**A constant stiffness fails for GaP at both ends of the volume range**

A single stiffness describes zinc-blende GaP well only close to zero pressure. Carried to the smallest cell of the series, it gives a third less pressure than the HSE06 calculation. Carried to the largest, it gives about 55 percent too much tension. The two errors have a common cause: the crystal stiffens when squeezed and softens when stretched, and a straight line can do neither.

Zinc-blende GaP in a two-atom cell, calculated with Ansatz 0.2.0 using HSE06, plane waves and PAW potentials; the cells are scaled uniformly from the r2SCAN-optimised one at 20.244 Å³/atom. The wave cutoff is 420 eV and the k mesh 6×6×6, with fixed occupations and neither spin polarisation nor spin-orbit coupling. Pressure is positive in compression.

| volume (Å³/atom) | shortest distance (Å) | pressure (GPa) |
| --- | --- | --- |
| 17.422 | 2.245 | 19.500 |
| 17.910 | 2.266 | 15.200 |
| 18.476 | 2.289 | 10.800 |
| 19.346 | 2.325 | 5.300 |
| 19.642 | 2.337 | 3.600 |
| 19.918 | 2.348 | 2.300 |
| 20.244 | 2.360 | 0.700 |
| 20.857 | 2.384 | -1.800 |
| 21.483 | 2.407 | -4.000 |
| 22.706 | 2.452 | -7.400 |
| 22.771 | 2.455 | -7.600 |
| 23.866 | 2.493 | -9.700 |

Pressure is positive in compression; a negative value means that the cell has to be pulled outward to hold its volume. Every row is the same insulating crystal with the same filled bands, so the pressures belong to one smooth curve. They fall from each row to the next, but the fall per unit of volume becomes much gentler. The approximation examined here replaces this curve by its slope near zero pressure.

**The straight line and one estimate**

Pressure is the slope of the energy with its sign reversed, $P=-\mathrm{d}E/\mathrm{d}V$, where $V$ is the volume per atom. Near the volume $V_0$ at which the pressure vanishes, the energy well looks like a parabola. The slope of a parabola is a straight line, which gives Hooke's law for volume:

$$P_\mathrm{lin}=k\,(V_0-V).$$

Both constants come from rows near zero pressure. Interpolation between the rows at 20.244 and 20.857 Å³/atom gives $V_0=20.42$ Å³/atom. The slope follows from the rows at 19.918 and 20.857 Å³/atom, whose pressures differ by 4.1 GPa:

$$k=\frac{2.3+1.8}{20.857-19.918}=4.37\ \text{GPa per Å}^3\text{/atom}.$$

The smallest cell took no part in fixing these constants, so it is a fair trial of the line:

$$P_\mathrm{lin}=4.37\times(20.42-17.42)=13.1\ \text{GPa}.$$

The calculation gives 19.5 GPa. The law can also be read the other way, from a known pressure to a volume. At 19.5 GPa the line predicts a shrinkage of $19.5/4.37=4.5$ Å³/atom, while the computed crystal shrinks by only 3.0. The line makes the compressed crystal look far too yielding.

**What the two limits demand**

The reason can be seen without any detail of the bonding, by following the line to its extremes. Let the volume shrink towards zero. The line then ends at $kV_0$, about 89 GPa, as though a finite pressure could squeeze matter out of existence. Electrons confined to a vanishing space resist without bound, so the true curve must climb ever more steeply.

Now let the volume grow until the atoms are far apart. The line calls for a tension that rises forever, yet separated atoms no longer pull on each other. The true tension must therefore pass through a greatest value and fade to zero. The simplest smooth curve that meets both demands is steep on the left, crosses zero, and flattens on the right.

Such a curve bends upward around zero pressure. The limits alone cannot prove this for the stretch around $V_0$, but the table will confirm it. A straight line drawn along the curve there lies below it on both sides. In compression, lying below means too little pressure. In stretching, it means a pressure that is too negative, hence too much tension. One bend produces both errors.

**How the failure shows in the numbers**

The sign of the misses tells a bent curve from a badly chosen slope. If $k$ were merely too small, the line would give too little pressure on one side and too little tension on the other, so the misses would have opposite signs. A bend gives the same sign on both sides. Here the line lies below the calculation in every row but the one at 20.244 Å³/atom, where the two agree within the printed digits.

Two rows allow a test that needs no slope at all. The cells at 19.346 and 21.483 Å³/atom lie equally far from $V_0$ on either side. For any straight line through zero their pressures would cancel, but they are 5.3 and −4.0 GPa, and their average is about 0.65 GPa. That average is the bend itself, laid bare by symmetry.

The growth of the miss carries the same message. The first term that a straight line leaves out is proportional to the square of the distance from $V_0$, so three times the distance should bring about nine times the error. The line is too low by 0.6 GPa at 19.346 Å³/atom and by 6.4 GPa at 17.422 Å³/atom, which is 2.8 times as far from $V_0$. The square law alone would give about eightfold growth, while the numbers show tenfold. The square term thus accounts for most of the miss, and the excess suggests that higher terms begin to count in strong compression.

The asymmetry can also be read from the bonds. Shortening them by 4 percent from the unstrained cell raises the pressure by 14.5 GPa, while lengthening them by 4 percent lowers it by only 8.3 GPa. The stretched cell has even changed its volume by the larger amount, so a straight line would have asked for the larger response there. For changes of 1 percent the two responses are 2.9 and 2.5 GPa, and the line stays within about 0.2 GPa of the calculation.

**Stiffness is a property of the volume**

The usual measure of stiffness is the bulk modulus, $B=-V\,\mathrm{d}P/\mathrm{d}V$, the pressure needed per relative change of volume. Averaged over the three smallest cells it is about 148 GPa; around zero pressure it is 89 GPa, and over the three largest cells about 46 GPa. The same crystal is thus some three times stiffer at one end of the series than at the other. The straight line has this backwards: with a constant $k$ the bulk modulus would be $kV$, which grows when the crystal is stretched. Plotting the pressure against the logarithm of the volume would not give a straight line either, because the slope would then be $-B$, and $B$ changes.

This decline does not come from errors in the computed stress. The stresses carry a warning of loose convergence, so they need a second witness, and the total energies of the same runs provide one. The pressure obtained from the energy difference of neighbouring cells agrees with their mean computed pressure to about 0.1 GPa. The straight line misses by up to fifty times as much.

**Why the energy well is lopsided**

Two tendencies compete in the crystal. Confining electrons raises their kinetic energy, and the Pauli principle sharpens this cost, since electrons of equal spin cannot occupy the same state. Attraction between electrons and nuclei, together with the sharing of electrons in bonds, favours a compact crystal. For a simple uniform scaling of all lengths, the kinetic energy grows as the inverse square of the length and the electrostatic energy only as its inverse.

A crystal obeys these powers only roughly, since the inner shells of its atoms keep their size when the cell changes. The powers still suggest the shape of the well. At short distances the inverse square wins, and the crystal becomes hard. At long distances the atoms stand apart, each with its own energy, and the force that pulls the crystal back fades. Between the two, the well has a steep inner wall and a gentle outer one. A parabola, with its two equal walls, can match only the bottom.

The computed energy terms show this balance at work in three of the cells. From 20.244 to 18.476 Å³/atom the kinetic energy rises by 3.17 eV per two-atom cell, and all other terms together fall by 3.05 eV, so the kinetic cost narrowly wins. From 20.244 to 22.706 Å³/atom the kinetic energy falls by 3.48 eV, but the other terms rise by 3.60 eV, and now their rise wins. In both directions a net cost of only about 0.12 eV remains from two large and opposite changes.

These figures illustrate the balance that fixes the volume, but they do not by themselves prove why the stiffness declines. Even a perfectly symmetric well would show such a change of winner. The kinetic part is also incomplete, since the share close to the nuclei is counted among the other terms, so the sizes of the two changes hold only for this division. Three volumes give a curvature for each part, and at least a fourth would be needed to see how that curvature changes. The link from the two powers of length to the softening therefore rests on theory.

**A smaller failure: the borrowed zero**

A second approximation hides in the cell called unstrained. Its size was optimised with another density functional, r2SCAN, and under HSE06 it is still under a pressure of 0.7 GPa. HSE06 puts zero pressure at a volume 0.8 percent larger. Such a shift hardly matters at 15 GPa, but close to equilibrium it is as large as the pressure under study. It can be recognised at once, because a cell taken to be relaxed shows a pressure that is not zero.

The two failures leave different marks. A borrowed zero shifts the line by nearly the same pressure at every volume, whereas a missing bend leaves the middle untouched and grows towards both ends. The first is cured by finding $V_0$ with the functional in use, as was done for the line above. The second needs a law in which the stiffness falls as the volume grows, which is what the common equations of state provide.

**Where the curve should not be stretched further**

In the largest cells the tension is still growing, from 7.6 to 9.7 GPa over the last two rows, so the greatest tension lies beyond the series. Its value cannot be read from these data. It would in any case be the strength of a perfect crystal pulled equally in all directions and kept uniform by its two-atom cell. At still larger volumes, where the bonds break, runs of this kind are expected to fail as well, because they keep all electrons paired while a free phosphorus atom has three unpaired ones.

At the compressed end the atoms are held in the zinc-blende arrangement. The pressures show how this structure resists, and they leave open whether a denser one would have taken its place. The curve therefore describes how zinc-blende GaP responds to uniform pressure, and it is not a map of the stable phases.

**The same reasoning for InP**

Indium phosphide has the same structure with a larger metal atom and longer, weaker bonds. It is known to be the softer crystal, so its straight line would be less steep. The two limits remain the same, however: unbounded resistance when crushed and no pull when taken apart. A line drawn at zero pressure should again lie below the true curve on both sides, although no InP cell was calculated here to test it.
